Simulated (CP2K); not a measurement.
Runs of CP2K 2026.2 on SiO2. It takes space group I4/mmm (No. 139, tetragonal). The conventional cell has a = 8.944 Å, b = 8.944 Å, c = 5.224 Å, α = 90.00°, β = 90.00°, γ = 90.00°. Si (site symmetry m2m) has 4 O at 1.60 to 1.61 Å as nearest neighbours. O (site symmetry m2m) is surrounded by 2 Si at 1.61 Å. Around O (site symmetry 2/m) lie 2 Si at 1.60 Å. The cell comes from a database or a generator and needn't be the stable form of this composition.

| level | cutoff of the non-local correlation (Ry) | gap on the mesh (eV) | pressure (GPa) | largest force (eV/Å) |
| --- | --- | --- | --- | --- |
| BEEF-vdW | 300 | 6.85 | 1.6 | 0.14 |
| PBE | - | (a) | (b) | 0.22 |
| WC | - | 7.43 | 3.1 | 0.19 |
| AM05 | - | 7.50 | 3.9 | 0.26 |
| LDA | - | 7.16 | 3.1 | 0.20 |

Alike in all rows: task atomic charges; potentials or basis POTENTIAL_UZH Si GTH-PBE-q4, O GTH-PBE-q6; DZVP-MOLOPT-PBE-GTH basis; no spin polarisation; cell as given; k mesh 5 × 5 × 5; smearing fermi-dirac 0.05 eV.

Q: Fill in the values left out.

A: (a) 7.35; (b) 3.6.

Caveats: an odd mesh through Γ misses points on the zone boundary, where band edges often lie; the basis of atomic orbitals isn't converged, which shifts pressures, moduli and gaps; the potentials were made for another functional, which shifts forces and pressure (some runs).
